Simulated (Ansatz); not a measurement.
B: pressure against volume per atom

All results are calculated (Ansatz 0.2.0 development build). Equation of state of a cubic crystal from periodic Kohn-Sham density functional theory without spin; pressure corrected for the finite basis.

Cell of the first row (space group Fd-3m, No. 227):
```
B
1.0
      0.0000     1.9702     1.9702
      1.9702     0.0000     1.9702
      1.9702     1.9702     0.0000
B
2
Direct
  0.00000 0.00000 0.00000
  0.25000 0.25000 0.25000
```

Settings of every row: formula B; structure type diamond; functional r2SCAN; spin treatment none; k mesh 14x14x14; occupation method fermi-dirac; occupation width 0.1 eV; wave cutoff 500 eV; datasets soft-1 PAW; density cutoff ratio 4.

Limits: a cubic model structure, not a phase known at ambient conditions; modest k-mesh, values are not fully converged in k.

| row | volume per atom (Å³) | pressure (GPa) | energy above lowest point (meV/atom) |
| --- | --- | --- | --- |
| 1 | 7.647 | 17.721 | 34.83 |
| 2 | 7.897 | 10.425 | 13.06 |
| 3 | 8.146 | 4.06 | 1.9 |
| 4 | 8.396 | ? | ? |
| 5 | 8.645 | -6.355 | 6.2 |

Question: what pressure should row 4 give?

Worked fit of pressure. Take u = (V_r/V)^(2/3) − 1 with V_r = 8.0215 Å³ an atom, which is twice the finite (Eulerian) strain; such expansions in the strain, on which the Birch-Murnaghan equation of state is built, carry the rest volume and the bulk modulus. The shown rows have u = 0.03239, 0.01048, -0.01022, -0.04868. Least squares give pressure = 7.1365 + 306.982 × u + 612.63 × u² GPa; a straight line predicts inner rows, each left out in turn, worse (root mean square 0.63 against 0.0081 GPa). The rows lie off it by -0.001, 0.004, -0.003, 0.001. The pressure vanishes at u = -0.0244, or V = 8.325 Å³ an atom, and there the bulk modulus at fixed shape and fractions is B = −V dP/dV = (2/3)(1 + u) dP/du = 180 GPa. The withheld row has u = -0.02996, so the fit gives 7.1365 + 306.982 × (-0.02996) + 612.63 × (-0.02996)² = -1.511 GPa.

The calculation gave -1.499 GPa. The fit lies 0.012 GPa (0.05 % of the column's range) below it; its largest miss of a shown row is 0.004 GPa.

The other values of row 4: energy above lowest point 0 meV/atom.
